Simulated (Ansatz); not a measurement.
Equation of state of Cd

```
Cd
1.0
     0.00000    2.24952    2.24952
     2.24952    0.00000    2.24952
     2.24952    2.24952    0.00000
Cd
1
Direct
  0.00000 0.00000 0.00000
```

The conventional cell has a = 4.499 Å, b = 4.499 Å, c = 4.499 Å, α = 90.00°, β = 90.00°, γ = 90.00°. Around Cd (atom 1) lie 12 Cd at 3.18 Å.

The structure comes from a relaxation in the same program, started in the fcc type, and has space group Fm-3m. Whether it is a known phase or the ground state wasn't checked.

All numbers are computed: DFT, PBE, all-electron LAPW, scalar-relativistic (Ansatz 0.2.0); DFT, PBE, PAW with Ansatz's default frozen-core files, scalar-relativistic (Ansatz 0.2.0).

For LAPW: a Γ-centred 14×14×14 k mesh, Fermi–Dirac smearing of 0.03 eV, basis error target 1 meV/atom, no spin polarisation. PAW takes a cutoff of 420 eV at this cell. The Ansatz runs share mesh, smearing and spin set-up. Plane-wave (PAW) pressures include the program's estimate of the Pulay term.

The cell above is scaled evenly, with fractional coordinates and shape held.

| V/V(cell) | V (Å³/atom) | P, LAPW (GPa) | P, PAW (GPa) | free energy over the lowest listed, PAW (meV/atom) |
| --- | --- | --- | --- | --- |
| 0.9405 | 21.412 | 3.25 | 3.24 | 12.8 |
| 0.9700 | 22.084 | 1.48 | 1.47 | 3.0 |
| 1.0000 | 22.767 | 0.01 | 0.00 | 0.0 |
| 1.0300 | 23.450 | -1.19 | -1.20 | 2.6 |
| 1.0600 | 24.133 | ? | ? | ? |

Question: Fill in the row V/V(cell) = 1.0600.

Answer: P, LAPW (GPa) = -2.14, P, PAW (GPa) = -2.15, free energy over the lowest listed, PAW (meV/atom) = 9.9.

Question: What do Birch–Murnaghan fits to the pressures give?

Answer: LAPW: V0 = 22.77 Å³/atom, B0 = 44 GPa, B0′ = 6.0; PAW: V0 = 22.77 Å³/atom, B0 = 44 GPa, B0′ = 6.0.

PAW's V0 lies -0.02 % from the all-electron value and its B0 0.2 %. Symmetry fixes shape and coordinates here, so this is the relaxed modulus.
